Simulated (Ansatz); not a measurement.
**MoS2: moving one atom along a line**

This session takes MoS2 and sets out to measure how stiffly atom 2 (Mo) is held.

Method: DFT r2SCAN, scalar-relativistic, plane waves, PAW, in Ansatz 0.2.0.

## Step 1: The starting structure

The structure is hexagonal, space group P-6m2 (No. 187). The conventional cell has a = 3.184 Å, b = 3.184 Å, c = 28.419 Å, α = 90.00°, β = 90.00°, γ = 120.00°. Around Mo (site symmetry -6m2) lie 6 S at 2.41 Å. Around Mo (site symmetry 3m) lie 6 S at 2.41 Å. S (site symmetry 3m) has 3 Mo at 2.41 Å in its first shell of neighbours.

Coordinates:

```xyz
9
Lattice="3.1843 0.0000 0.0000 -1.5921 2.7577 0.0000 0.0000 0.0000 28.4188" Properties=species:S:1:pos:R:3 pbc="T T T"
Mo    1.5921    0.9192    0.0000
Mo    0.0000    1.8384   21.9233
Mo    0.0000    1.8384    6.4955
S     0.0000    1.8384    1.5527
S     1.5921    0.9192   23.4762
S     1.5921    0.9192    8.0476
S     0.0000    1.8384   26.8661
S     1.5921    0.9192   20.3712
S     1.5921    0.9192    4.9427
```

It goes back to an entry of the Materials Project, which need not be the stable form.

It is the result of an earlier relaxation at this level (volume 27.73 Å³/atom; gap on the mesh: 1.26 eV).

## Step 2: Zero of energy

Reference values: F = -20346.4452 eV; pressure -0.01 GPa; largest force 0.001 eV/Å; gap on the mesh 1.26 eV. It was computed beforehand with the settings of the runs below.

## Step 3: The scan: moving one atom along a line

Atom 2 (Mo) is moved by x along the Cartesian unit vector (0.000, 0.000, 1.000); the cell and all other atoms stay fixed. Forces below are components along that vector, summed over the moved atoms. In a periodic cell its images move with it.

## Step 4: x = -0.600 Å

The input, input.yaml:

```yaml
crystal:
  lattice:
    - [3.1842713585, 0.0, 0.0]
    - [-1.5921356792, 2.757659889, 0.0]
    - [0.0, 0.0, 28.418814053]
  atoms:
    - { symbol: Mo, position: [0.6666666667, 0.3333333333, 0.0] }
    - { symbol: Mo, position: [0.3333333333, 0.6666666667, 0.750323271] }
    - { symbol: Mo, position: [0.3333333333, 0.6666666667, 0.2285639549] }
    - { symbol: S, position: [0.3333333333, 0.6666666667, 0.0546374042] }
    - { symbol: S, position: [0.6666666667, 0.3333333333, 0.8260779181] }
    - { symbol: S, position: [0.6666666667, 0.3333333333, 0.283179604] }
    - { symbol: S, position: [0.3333333333, 0.6666666667, 0.9453625958] }
    - { symbol: S, position: [0.6666666667, 0.3333333333, 0.716820396] }
    - { symbol: S, position: [0.6666666667, 0.3333333333, 0.1739220819] }
basis:
  ecutwfc: 500
kpoints:
  mp_grid: { grid: [12, 12, 1] }
hamiltonian:
  xc: r2scan
scf:
  occupations: { method: gaussian, width: 0.05 }
output:
  forces: true
  stress: true
  eigenvalues: true
```

The run is started by

```sh
$ ansatz run input.yaml --threads 2 --pin off --max-ram 5120MiB --backend cpu --events-out ev --progress --plain --runs-dir out
```

Standard output, shortened:

```text
Warning: RAYON_NUM_THREADS=2 ignored (pool sized by the plan → 2); use --threads N
[...]
Pseudopotentials: kind: paw
Pseudopotential: Mo, paw, valence charge 14, recommended cutoff 500 eV (meta_gga), Mo.paw.azcp
Pseudopotential: S, paw, valence charge 6, recommended cutoff 500 eV (meta_gga), S.paw.azcp
Functional definition: r2SCAN
[...]
Crystal: 9 atoms, lattice volume = 249.550 Å³
Basis set: ecut = 500 eV, 6325 PW (Γ), exchange–correlation on 96×96×864 points (64 copies of the dense FFT grid, shifted against one another)
Bands: 48, of which v1, the nominal top of the filled ones, is band 39 counted from 1 (38 counted from 0)
Symmetry: 6 space group operations
Space group: P3m1 (ITA 156), of the structure as read, at distance tolerance 6.3e-5 Å
k-points: 19 of 144 (time reversal used)
[...]
SCF iter   1: F=—  HF=-20342.142448 eV  |F-HF|=—  |Δ(HF+E_count)|=         —  Δρ=8.25e-3  dr2=3.13e-1  dr2_τ=1.91e-1  ethr=1.77e-3  ⟨swp⟩=8.0  Hψ=4266  notcnv=0  defer=2
[...]
SCF iter  14: F=-20342.260897 eV  HF=-20342.260897 eV  |F-HF|=2.34e-9  |Δ(HF+E_count)|=   2.09e-8  Δρ=1.98e-6  dr2=1.72e-8  dr2_τ=3.38e-10  ethr=1.28e-10  ⟨swp⟩=9.3  Hψ=3938  notcnv=0
[...]
SCF converged after 14 iterations
Free energy (F): -20342.260897 eV
[...]
E sigma→0 (E₀):  -20342.260399 eV
Entropy (-TS):   -0.000996 eV (-0.111 meV/atom)
Fermi energy:    5.086592 eV
[...]
--- Forces (eV/Å), atoms counted from 1 ---
  atom   1  Mo     0.00000000     0.00000000    -0.00170267
  atom   2  Mo     0.00000000    -0.00000000    10.63248372
  atom   3  Mo    -0.00000000    -0.00000000     0.00863957
  atom   4  S      0.00000000     0.00000000     0.00002548
  atom   5  S     -0.00000000     0.00000000    -2.56298321
  atom   6  S     -0.00000000    -0.00000000    -0.00436460
  atom   7  S      0.00000000     0.00000000     0.00334893
  atom   8  S     -0.00000000    -0.00000000    -8.07091723
[...]
--- Stress (GPa, compression-positive) ---
        7.426540       0.000000      -0.000000
        0.000000       7.426540       0.000000
       -0.000000       0.000000       1.386678
  P = ⅓ Tr σ = 5.4133 GPa (54.133 kbar)
--- Band table (eV; the first three rows and the last of 19) ---
[...]
```

Wall time 26 s (2 threads of Oxide Virtual Turin-like (Zen 5), shared host); peak memory 1 GiB.

## Step 5: At x = 0.450 Å

input.yaml, as its differences from that of step 4:

```diff
@@ -7,3 +7,3 @@
     - { symbol: Mo, position: [0.6666666667, 0.3333333333, 0.0] }
-    - { symbol: Mo, position: [0.3333333333, 0.6666666667, 0.750323271] }
+    - { symbol: Mo, position: [0.3333333333, 0.6666666667, 0.7872706256] }
     - { symbol: Mo, position: [0.3333333333, 0.6666666667, 0.2285639549] }
```

The run is started by

```sh
$ ansatz run input.yaml --threads 2 --pin off --max-ram 5120MiB --backend cpu --events-out ev --progress --plain --runs-dir out
```

Standard output, shortened:

```text
[...]
SCF converged after 15 iterations
Free energy (F): -20343.779788 eV
[...]
E sigma→0 (E₀):  -20343.778632 eV
Entropy (-TS):   -0.002311 eV (-0.257 meV/atom)
Fermi energy:    5.639960 eV
[...]
--- Forces (eV/Å), atoms counted from 1 ---
  atom   1  Mo     0.00000000     0.00000000    -0.00698076
  atom   2  Mo    -0.00000000     0.00000000    -9.47803739
  atom   3  Mo    -0.00000000    -0.00000000    -0.00512148
  atom   4  S      0.00000000     0.00000000     0.00407516
  atom   5  S      0.00000000    -0.00000000     6.60517088
  atom   6  S     -0.00000000    -0.00000000     0.00155271
  atom   7  S      0.00000000     0.00000000    -0.00908091
  atom   8  S      0.00000000    -0.00000000     2.88516196
[...]
--- Stress (GPa, compression-positive) ---
        4.553497       0.000000      -0.000000
        0.000000       4.553497       0.000000
       -0.000000       0.000000       0.928505
  P = ⅓ Tr σ = 3.3452 GPa (33.452 kbar)
--- Band table (eV; the first three rows and the last of 19) ---
[...]
```

It took 27 s on 2 threads of Oxide Virtual Turin-like (Zen 5), shared host; peak memory 1 GiB.

## Step 6: Point x = -0.300 Å

input.yaml, as its differences from that of step 5:

```diff
@@ -7,3 +7,3 @@
     - { symbol: Mo, position: [0.6666666667, 0.3333333333, 0.0] }
-    - { symbol: Mo, position: [0.3333333333, 0.6666666667, 0.7872706256] }
+    - { symbol: Mo, position: [0.3333333333, 0.6666666667, 0.7608796581] }
     - { symbol: Mo, position: [0.3333333333, 0.6666666667, 0.2285639549] }
```

The run is started by

```sh
$ ansatz run input.yaml --threads 2 --pin off --max-ram 5120MiB --backend cpu --events-out ev --progress --plain --runs-dir out
```

Standard output, shortened:

```text
Warning: RAYON_NUM_THREADS=2 ignored (pool sized by the plan → 2); use --threads N
[...]
[... 4 set-up lines as earlier in the session ...]
[...]
Crystal: 9 atoms, lattice volume = 249.550 Å³
Basis set: ecut = 500 eV, 6325 PW (Γ), exchange–correlation on 96×96×864 points (64 copies of the dense FFT grid, shifted against one another)
Bands: 48, of which v1, the nominal top of the filled ones, is band 39 counted from 1 (38 counted from 0)
[... 2 set-up lines as earlier in the session ...]
k-points: 19 of 144 (time reversal used)
[...]
SCF converged after 12 iterations
Free energy (F): -20345.099865 eV
[...]
E sigma→0 (E₀):  -20345.099819 eV
Entropy (-TS):   -0.000091 eV (-0.010 meV/atom)
Fermi energy:    5.510358 eV
[...]
--- Forces (eV/Å), atoms counted from 1 ---
  atom   1  Mo     0.00000000     0.00000000    -0.00500311
  atom   2  Mo     0.00000000    -0.00000000     8.39696830
  atom   3  Mo    -0.00000000    -0.00000000    -0.00033019
  atom   4  S      0.00000000     0.00000000     0.00122955
  atom   5  S     -0.00000000     0.00000000    -2.86458381
  atom   6  S     -0.00000000    -0.00000000    -0.00068600
  atom   7  S      0.00000000     0.00000000    -0.00588597
  atom   8  S     -0.00000000     0.00000000    -5.52252563
[...]
--- Stress (GPa, compression-positive) ---
        2.024873       0.000000      -0.000000
        0.000000       2.024873       0.000000
       -0.000000       0.000000       0.993494
  P = ⅓ Tr σ = 1.6811 GPa (16.811 kbar)
--- Band table (eV; the first three rows and the last of 19) ---
[...]
```

Wall time 26 s (2 threads of Oxide Virtual Turin-like (Zen 5), shared host); peak memory 1 GiB.

## Step 7: At x = 0.150 Å

input.yaml, as its differences from that of step 6:

```diff
@@ -7,3 +7,3 @@
     - { symbol: Mo, position: [0.6666666667, 0.3333333333, 0.0] }
-    - { symbol: Mo, position: [0.3333333333, 0.6666666667, 0.7608796581] }
+    - { symbol: Mo, position: [0.3333333333, 0.6666666667, 0.7767142386] }
     - { symbol: Mo, position: [0.3333333333, 0.6666666667, 0.2285639549] }
```

The run is started by

```sh
$ ansatz run input.yaml --threads 2 --pin off --max-ram 5120MiB --backend cpu --events-out ev --progress --plain --runs-dir out
```

Standard output, shortened:

```text
Warning: RAYON_NUM_THREADS=2 ignored (pool sized by the plan → 2); use --threads N
[...]
[... 4 set-up lines as earlier in the session ...]
[...]
Crystal: 9 atoms, lattice volume = 249.550 Å³
Basis set: ecut = 500 eV, 6325 PW (Γ), exchange–correlation on 96×96×864 points (64 copies of the dense FFT grid, shifted against one another)
Bands: 48, of which v1, the nominal top of the filled ones, is band 39 counted from 1 (38 counted from 0)
[... 2 set-up lines as earlier in the session ...]
k-points: 19 of 144 (time reversal used)
[...]
SCF converged after 10 iterations
Free energy (F): -20346.096638 eV
[...]
E sigma→0 (E₀):  -20346.096638 eV
Fermi energy:    5.448912 eV
[...]
--- Forces (eV/Å), atoms counted from 1 ---
  atom   1  Mo     0.00000000     0.00000000     0.00439766
  atom   2  Mo    -0.00000000     0.00000000    -4.60270931
  atom   3  Mo    -0.00000000    -0.00000000     0.00097276
  atom   4  S      0.00000000     0.00000000    -0.00114581
  atom   5  S      0.00000000    -0.00000000     2.67719504
  atom   6  S     -0.00000000    -0.00000000    -0.00124753
  atom   7  S      0.00000000     0.00000000     0.00096086
  atom   8  S      0.00000000    -0.00000000     1.92139396
[...]
--- Stress (GPa, compression-positive) ---
        0.489054       0.000000      -0.000000
        0.000000       0.489054       0.000000
       -0.000000       0.000000       0.323838
  P = ⅓ Tr σ = 0.4340 GPa (4.340 kbar)
--- Band table (eV; the first three rows and the last of 19) ---
[...]
```

Run time: 23 s. Hardware: 2 threads of Oxide Virtual Turin-like (Zen 5), shared host; peak memory 1 GiB.

## Step 8: Point x = 0.600 Å

input.yaml, as its differences from that of step 7:

```diff
@@ -7,3 +7,3 @@
     - { symbol: Mo, position: [0.6666666667, 0.3333333333, 0.0] }
-    - { symbol: Mo, position: [0.3333333333, 0.6666666667, 0.7767142386] }
+    - { symbol: Mo, position: [0.3333333333, 0.6666666667, 0.7925488192] }
     - { symbol: Mo, position: [0.3333333333, 0.6666666667, 0.2285639549] }
```

The run is started by

```sh
$ ansatz run input.yaml --threads 2 --pin off --max-ram 5120MiB --backend cpu --events-out ev --progress --plain --runs-dir out
```

Standard output, shortened:

```text
[...]
SCF converged after 18 iterations
Free energy (F): -20342.270135 eV
[...]
E sigma→0 (E₀):  -20342.269681 eV
Entropy (-TS):   -0.000908 eV (-0.101 meV/atom)
Fermi energy:    5.387258 eV
[...]
--- Forces (eV/Å), atoms counted from 1 ---
  atom   1  Mo     0.00000000     0.00000000    -0.00227460
  atom   2  Mo    -0.00000000     0.00000000   -10.72483830
  atom   3  Mo    -0.00000000    -0.00000000    -0.00796918
  atom   4  S      0.00000000     0.00000000     0.00721076
  atom   5  S      0.00000000    -0.00000000     8.11201348
  atom   6  S     -0.00000000    -0.00000000     0.00301596
  atom   7  S      0.00000000     0.00000000     0.01989528
  atom   8  S      0.00000000    -0.00000000     2.58828702
[...]
--- Stress (GPa, compression-positive) ---
        7.362420       0.000000       0.000000
        0.000000       7.362420       0.000000
        0.000000       0.000000       1.457652
  P = ⅓ Tr σ = 5.3942 GPa (53.942 kbar)
--- Band table (eV; the first three rows and the last of 19) ---
[...]
```

Wall time 30 s (2 threads of Oxide Virtual Turin-like (Zen 5), shared host); peak memory 1 GiB.

## Step 9: Point x = -0.450 Å

input.yaml, as its differences from that of step 8:

```diff
@@ -7,3 +7,3 @@
     - { symbol: Mo, position: [0.6666666667, 0.3333333333, 0.0] }
-    - { symbol: Mo, position: [0.3333333333, 0.6666666667, 0.7925488192] }
+    - { symbol: Mo, position: [0.3333333333, 0.6666666667, 0.7556014646] }
     - { symbol: Mo, position: [0.3333333333, 0.6666666667, 0.2285639549] }
```

The run is started by

```sh
$ ansatz run input.yaml --threads 2 --pin off --max-ram 5120MiB --backend cpu --events-out ev --progress --plain --runs-dir out
```

Standard output, shortened:

```text
[...]
SCF converged after 13 iterations
Free energy (F): -20343.756838 eV
[...]
E sigma→0 (E₀):  -20343.755661 eV
Entropy (-TS):   -0.002354 eV (-0.262 meV/atom)
Fermi energy:    5.427100 eV
[...]
--- Forces (eV/Å), atoms counted from 1 ---
  atom   1  Mo     0.00000000     0.00000000     0.00487481
  atom   2  Mo     0.00000000    -0.00000000     9.44112058
  atom   3  Mo    -0.00000000    -0.00000000     0.00574108
  atom   4  S      0.00000000     0.00000000    -0.00107781
  atom   5  S     -0.00000000     0.00000000    -2.85935498
  atom   6  S     -0.00000000    -0.00000000    -0.00326175
  atom   7  S      0.00000000     0.00000000    -0.00388130
  atom   8  S     -0.00000000     0.00000000    -6.58152510
[...]
--- Stress (GPa, compression-positive) ---
        4.618631       0.000000      -0.000000
        0.000000       4.618631       0.000000
       -0.000000       0.000000       0.977669
  P = ⅓ Tr σ = 3.4050 GPa (34.050 kbar)
--- Band table (eV; the first three rows and the last of 19) ---
[...]
```

Wall time 24 s (2 threads of Oxide Virtual Turin-like (Zen 5), shared host); peak memory 1 GiB.

## Step 10: Point x = 0.300 Å

input.yaml, as its differences from that of step 9:

```diff
@@ -7,3 +7,3 @@
     - { symbol: Mo, position: [0.6666666667, 0.3333333333, 0.0] }
-    - { symbol: Mo, position: [0.3333333333, 0.6666666667, 0.7556014646] }
+    - { symbol: Mo, position: [0.3333333333, 0.6666666667, 0.7819924321] }
     - { symbol: Mo, position: [0.3333333333, 0.6666666667, 0.2285639549] }
```

The run is started by

```sh
$ ansatz run input.yaml --threads 2 --pin off --max-ram 5120MiB --backend cpu --events-out ev --progress --plain --runs-dir out
```

Standard output, shortened:

```text
[...]
SCF converged after 13 iterations
Free energy (F): -20345.106993 eV
[...]
E sigma→0 (E₀):  -20345.106753 eV
Entropy (-TS):   -0.000480 eV (-0.053 meV/atom)
Fermi energy:    5.583976 eV
[...]
--- Forces (eV/Å), atoms counted from 1 ---
  atom   1  Mo     0.00000000     0.00000000    -0.00053023
  atom   2  Mo    -0.00000000     0.00000000    -8.22787497
  atom   3  Mo    -0.00000000    -0.00000000    -0.00016530
  atom   4  S      0.00000000     0.00000000    -0.00014234
  atom   5  S      0.00000000    -0.00000000     5.35137381
  atom   6  S     -0.00000000    -0.00000000    -0.00074197
  atom   7  S      0.00000000     0.00000000    -0.00383499
  atom   8  S      0.00000000    -0.00000000     2.88128079
[...]
--- Stress (GPa, compression-positive) ---
        2.072454       0.000000      -0.000000
        0.000000       2.072454       0.000000
       -0.000000       0.000000       0.860765
  P = ⅓ Tr σ = 1.6686 GPa (16.686 kbar)
--- Band table (eV; the first three rows and the last of 19) ---
[...]
```

Run time: 25 s. Hardware: 2 threads of Oxide Virtual Turin-like (Zen 5), shared host; peak memory 1 GiB.

## Step 11: x = -0.150 Å

input.yaml, as its differences from that of step 10:

```diff
@@ -7,3 +7,3 @@
     - { symbol: Mo, position: [0.6666666667, 0.3333333333, 0.0] }
-    - { symbol: Mo, position: [0.3333333333, 0.6666666667, 0.7819924321] }
+    - { symbol: Mo, position: [0.3333333333, 0.6666666667, 0.7661578516] }
     - { symbol: Mo, position: [0.3333333333, 0.6666666667, 0.2285639549] }
```

The run is started by

```sh
$ ansatz run input.yaml --threads 2 --pin off --max-ram 5120MiB --backend cpu --events-out ev --progress --plain --runs-dir out
```

Standard output, shortened:

```text
[...]
SCF converged after 10 iterations
Free energy (F): -20346.096181 eV
[...]
E sigma→0 (E₀):  -20346.096181 eV
Fermi energy:    5.358934 eV
[...]
--- Forces (eV/Å), atoms counted from 1 ---
  atom   1  Mo     0.00000000     0.00000000    -0.00433040
  atom   2  Mo     0.00000000    -0.00000000     4.61221630
  atom   3  Mo    -0.00000000    -0.00000000    -0.00107419
  atom   4  S      0.00000000     0.00000000     0.00075693
  atom   5  S     -0.00000000    -0.00000000    -1.90735572
  atom   6  S     -0.00000000    -0.00000000    -0.00036139
  atom   7  S      0.00000000     0.00000000    -0.00301028
  atom   8  S     -0.00000000     0.00000000    -2.69802902
[...]
--- Stress (GPa, compression-positive) ---
        0.488494       0.000000      -0.000000
        0.000000       0.488494       0.000000
       -0.000000       0.000000       0.315604
  P = ⅓ Tr σ = 0.4309 GPa (4.309 kbar)
--- Band table (eV; the first three rows and the last of 19) ---
[...]
```

Wall time 19 s (2 threads of Oxide Virtual Turin-like (Zen 5), shared host); peak memory 1 GiB.

## Step 12: x = 0.525 Å

input.yaml, as its differences from that of step 11:

```diff
@@ -7,3 +7,3 @@
     - { symbol: Mo, position: [0.6666666667, 0.3333333333, 0.0] }
-    - { symbol: Mo, position: [0.3333333333, 0.6666666667, 0.7661578516] }
+    - { symbol: Mo, position: [0.3333333333, 0.6666666667, 0.7899097224] }
     - { symbol: Mo, position: [0.3333333333, 0.6666666667, 0.2285639549] }
```

The run is started by

```sh
$ ansatz run input.yaml --threads 2 --pin off --max-ram 5120MiB --backend cpu --events-out ev --progress --plain --runs-dir out
```

Standard output, shortened:

```text
[...]
SCF converged after 17 iterations
Free energy (F): -20343.047441 eV
[...]
E sigma→0 (E₀):  -20343.046150 eV
Entropy (-TS):   -0.002581 eV (-0.287 meV/atom)
Fermi energy:    5.539210 eV
[...]
--- Forces (eV/Å), atoms counted from 1 ---
  atom   1  Mo     0.00000000     0.00000000    -0.00467049
  atom   2  Mo    -0.00000000     0.00000000   -10.02741743
  atom   3  Mo    -0.00000000    -0.00000000    -0.00681141
  atom   4  S      0.00000000     0.00000000     0.00560444
  atom   5  S      0.00000000    -0.00000000     7.25784009
  atom   6  S     -0.00000000    -0.00000000     0.00239130
  atom   7  S      0.00000000     0.00000000     0.00475325
  atom   8  S      0.00000000    -0.00000000     2.76414561
[...]
--- Stress (GPa, compression-positive) ---
        5.912076       0.000000      -0.000000
        0.000000       5.912076       0.000000
        0.000000       0.000000       1.117576
  P = ⅓ Tr σ = 4.3139 GPa (43.139 kbar)
--- Band table (eV; the first three rows and the last of 19) ---
[...]
```

Wall time 30 s (2 threads of Oxide Virtual Turin-like (Zen 5), shared host); peak memory 1 GiB.

## Step 13: The scan collected

All points in order; energies are free energies above the reference cell:

```
 x (Å)  ΔE (meV/cell)  force on the moved atoms (eV/Å)  pressure (GPa)  gap on the mesh (eV)
-0.600         4184.3                           10.633             5.4                  0.00
-0.450         2688.4                            9.441             3.4                  0.00
-0.300         1345.3                            8.397             1.7                  0.13
-0.150          349.0                            4.612             0.4                  1.15
 0.000            0.0                            0.000             0.0                  1.26
 0.150          348.6                           -4.603             0.4                  0.84
 0.300         1338.2                           -8.228             1.7                  0.00
 0.450         2665.4                           -9.478             3.3                  0.00
 0.525         3397.8                          -10.027             4.3                  0.00
 0.600         4175.1                          -10.725             5.4                  0.00
```

Where the gap reads zero, the mesh chosen for the insulator is on the coarse side.

## Step 14: Outcome

```
                             quantity        value
force constant along x, over ±0.150 Å  30.72 eV/Å²
```

The restoring force grows by 30.72 eV/Å per Å near the site; for the mass of Mo against a rigid frame that is a vibration of about 295 cm⁻¹. The step of 0.15 Å is wide, so anharmonic terms mix in. The undisturbed cell stays the lowest of the sampled points. The gap on the mesh, 1.26 eV at the start, reads zero at x = -0.600. The cell holds empty space of several Å, a single layer or slab in vacuum, so volume, pressure and the long edge depend on that space.
